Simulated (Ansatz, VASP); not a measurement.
Ir: VASP beside Ansatz

Contents of INCAR:

```
SYSTEM = Ir
PREC = Accurate ; ENCUT = 520
EDIFF = 1E-7 ; ISMEAR = -1
SIGMA = 0.05 ; LREAL = .FALSE.
LASPH = .TRUE. ; NELM = 80
ALGO = Normal ; ISIF = 2
LWAVE = .FALSE. ; LCHARG = .FALSE.
GGA = PE ; NBANDS = 10
```

File KPOINTS:

```
regular mesh
0
G
  12 12 12
  0 0 0
```

Contents of POSCAR:

```
Ir
1.0
    0.0000000000      1.9027432368      1.9027432368
    1.9027432368      0.0000000000      1.9027432368
    1.9027432368      1.9027432368      0.0000000000
Ir
1
Direct
    0.0000000000      0.0000000000      0.0000000000
```

The input input.yaml:

```yaml
crystal:
  lattice:
    - [0.0, 1.9027432368, 1.9027432368]
    - [1.9027432368, 0.0, 1.9027432368]
    - [1.9027432368, 1.9027432368, 0.0]
  atoms:
    - { symbol: Ir, position: [0.0, 0.0, 0.0] }
hamiltonian:
  xc: pbe
  pseudopotentials: { kind: paw }
kpoints:
  mp_grid: { grid: [12, 12, 12] }
scf:
  occupations: { method: fermi_dirac, width: 0.05 }
output:
  forces: true
  stress: true
  eigenvalues: true
  write_density: true
  write_potential: true
  elf: true
  volumetric_format: npy
```

Change from the starting cell: volume scaled by 0.98.

Alike in both runs: task single point; functional PBE; k mesh 12 × 12 × 12; occupations fermi-dirac, width 0.05 eV; no spin polarisation.

|  | VASP | Ansatz |
| --- | --- | --- |
| version | VASP 6.6.1 | Ansatz 0.2.0 |
| potentials or method | VASP PAW PBE potentials, release 64 (Ir) | Ansatz PAW |
| plane-wave cutoff (eV) | 520 | 420 |
| valence electrons in the cell | 9 | 17 |

|  | VASP | Ansatz | Ansatz less VASP |
| --- | --- | --- | --- |
| gap on the k mesh at the Fermi level (eV) | none | none | - |
| pressure (GPa) | 20.5 | 19.7 | -0.77 |

A gap of «none» marks a metal or a gap that the smearing closes. The two sets of potentials don't hold the same shells in valence.

Spin-orbit coupling is left out, which matters for the levels of Ir.
